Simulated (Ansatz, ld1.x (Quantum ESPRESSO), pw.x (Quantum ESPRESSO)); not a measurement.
**Equation-of-state test of one PAW potential (potassium (K))**

* Element: K (Z = 19)
* Generator: ld1.x (Quantum ESPRESSO) 7.5
* Type: PAW
* Functional: PBE
* Relativity: scalar-relativistic
* Frozen core: [Ne]
* Valence charge: 9
* Reference configuration: 3s2 3p6 3d0 4s0 4p1
* Partial waves: 3s (bound): rcut 1.70, rcutus 2.25 bohr; 4s (bound, empty): rcut 1.70, rcutus 2.25 bohr; 3p (bound): rcut 2.05, rcutus 2.70 bohr; 4p (bound): rcut 2.05, rcutus 2.70 bohr; 3d (bound, empty): rcut 3.75, rcutus 4.35 bohr; 3d channel at 2.85 Ry: rcut 3.75, rcutus 4.35 bohr
* Local potential: all-electron potential smoothed inside 2.80 bohr (lloc = -2)
* Core correction: none
* Augmentation charge: PSQ, inside the norm-conserving radii

Atomic tests: cutoffs needed: 12 Ry and 18 Ry (the cutoffs (Ry, on a coarse ladder) from which the occupation-weighted sum of valence levels, in a spherical-Bessel basis at the reference potential, stays within 10 and 1 mRy of its value at 400 Ry); ghost test: no extra level below or beside the all-electron valence levels (s, p, d, f tested) (spherical-Bessel basis up to 400 Ry, 20 bohr box); configuration tests: test run stopped at test 4 of 7 (negative rho).

Crystal test: sc K in pw.x 7.5, no spin, 8³ k-points, Fermi–Dirac smearing 0.01 Ry, cutoffs 40/320 Ry. The reference is all-electron LAPW (Ansatz 0.2.0) with the same functional, mesh and smearing; V0 and B0 come from Birch–Murnaghan fits to the pressures at five volumes. Errors are pseudo minus all-electron; Δ is the rms difference of the E(V) curves that follow from these fits, minima aligned, over ±6 % about the mean V0. Mesh and smearing are coarse, so the numbers serve the comparison and aren't converged zero-temperature values; the lattice is a test structure that the element need not adopt.

| V (Å³/atom) | P all-electron (GPa) | P pseudo (GPa) |
| --- | --- | --- |
| 75.817 | 0.15 | 0.47 |
| 77.812 | 0.07 | 0.35 |
| 79.807 | -0.00 | 0.25 |
| 81.802 | -0.07 | 0.16 |
| 83.797 | -0.12 | 0.08 |

All-electron: a0 = 4.303 Å (V0 = 79.69 Å³/atom), B0 = 2.7 GPa.

Pseudopotential: mean pressure error (GPa): +0.26. The pressure does not cross zero within the volumes sampled, so no fit is given. The largest radius (4.35 bohr) exceeds half the bond length (4.07 bohr), so the spheres overlap, which is one possible source of error among others. This is a poor potential for the solid. Atomic configuration tests: test run stopped at test 4 of 7 (negative rho).

Question: At the middle volume, how do free energy and pressure move when the wave cutoff is lowered (ecutrho held at 320 Ry)?

Answer:

| cutoff (Ry) | shift of F (meV/atom) | shift of P (GPa) |
| --- | --- | --- |
| 18 | +16.9 | -0.18 |
| 24 | +4.0 | -0.01 |
| 32 | +0.7 | -0.00 |

The run at the middle volume (35 k-points, 11 iterations) took about 27 s on one core of a shared host (Neoverse-V1, 32 threads, 247 GiB, load 10).
